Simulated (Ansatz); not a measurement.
NiO:

```
Ni O
1.0
     0.00000    2.09131    2.09131
     2.09131    0.00000    2.09131
     2.09131    2.09131    0.00000
Ni O
1 1
Direct
  0.00000 0.00000 0.00000
  0.50000 0.50000 0.50000
```

```yaml
Program: Ansatz 0.2.0
Task: single point
Functional: PBE
Potentials_or_basis: Ansatz PAW
Cutoff: "420 eV (not typed: the program's choice for these potentials)"
k_mesh: 11 × 11 × 11
Occupations: fermi-dirac, width 0.05 eV
Spin: collinear spin, ferromagnetic start
Starting_moments: "[1.0, 0.0] μB"
```

On this cell: pressure 4.3 GPa; largest force zero by symmetry; net moment 1.75 μB per cell; site moments Ni +1.42; O +0.28 μB; band gap on the k mesh none (metal or under the smearing width).

The same run follows on a disturbed copy (atoms moved at random, drawn with an rms of 0.05 Å):

```xyz
2
Lattice="0.0000 2.0913 2.0913 2.0913 0.0000 2.0913 2.0913 2.0913 0.0000" Properties=species:S:1:pos:R:3 pbc="T T T"
Ni   -0.0094   -0.0169   -0.0690
O     2.0658    2.0539    2.0915
```

Problem. What does the disturbed cell give?

Solution. The energy (extrapolated to zero smearing) moves by +3.0 meV/atom; pressure 5.3 GPa; largest force 0.174 eV/Å; net moment 1.80 μB per cell; site moments Ni +1.43; O +0.29 μB; band gap on the k mesh none (metal or under the smearing width).

Forces on the atoms (eV/Å):
```
Ni  -0.034 -0.044  0.165
O    0.034  0.044 -0.165
```

Stress tensor (GPa, compression positive):
```
 4.63  0.00 -0.01
 0.00  4.69 -0.01
-0.01 -0.01  6.45
```

Caveats: a cell with one magnetic atom can't hold antiferromagnetic order, which such compounds often take; semilocal functionals often make such compounds metallic where correlation or magnetic order opens a gap, which also shifts bond lengths.
